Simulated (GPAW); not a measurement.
TiSi, 2 atoms in the cell. The structure is orthorhombic, space group Cmmm (No. 65). Conventional cell: a = 3.632 Å, b = 4.235 Å, c = 3.804 Å, α = 90.00°, β = 90.00°, γ = 90.00°. Ti (site symmetry mmm) has 8 Si at 2.63 to 2.85 Å and 4 Ti at 2.79 Å as nearest neighbours. Around Si (site symmetry mmm) lie 8 Ti at 2.63 to 2.85 Å and 4 Si at 2.79 Å. The cell comes from a database or a generator and needn't be the stable form of this composition.

- Program: GPAW 26.7.0
- Task: equation of state
- Functional: r2SCAN
- Potentials or basis: GPAW PAW data sets (gpaw-data 1.2.1)
- Cutoff: 600 eV
- Basis: pw
- k mesh: 8 × 8 × 6
- Occupations: fermi-dirac, width 0.05 eV
- Spin: no spin polarisation
- Maxiter: 150
- Eos scales: [0.94, 0.96, 0.98, 1.0, 1.02, 1.04, 1.06]

Potentials or basis: GPAW PAW data sets (gpaw-data 1.2.1), pw.

The run is started by

```sh
$ OMP_NUM_THREADS=1 python run.py
```

Hardware: 1 thread of Arm Neoverse V2, on a shared host.

Question: Estimate the wall time of this run.

Answer: It took 7.5 min on 1 thread of Arm Neoverse V2, on a shared host, peak memory 0.73 GiB. Counts: scf iterations 83, plane waves 955, bands 18, k points 84.
